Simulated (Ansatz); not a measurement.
System: LiH (rock salt type), 2 atoms in the cell.

Method: Ansatz 0.2.0 development build, PBE, plane waves, PAW datasets (earlier set, tuned by hand).

Cutoff 800 eV; k-mesh 6×6×6 Γ-centred; Fermi–Dirac smearing of 0.02 eV; no spin polarisation.

```
Li H
1.0
     0.00000    2.01000    2.01000
     2.01000    0.00000    2.01000
     2.01000    2.01000    0.00000
Li H
1 1
Direct
  0.00000 0.00000 0.00000
  0.50000 0.50000 0.50000
```

Problem. What pressure does the calculation give?

Solution. The pressure is -0.33 GPa, so at these settings the cell is stretched and would shrink.

The stress includes the program's correction for the finite plane-wave basis.
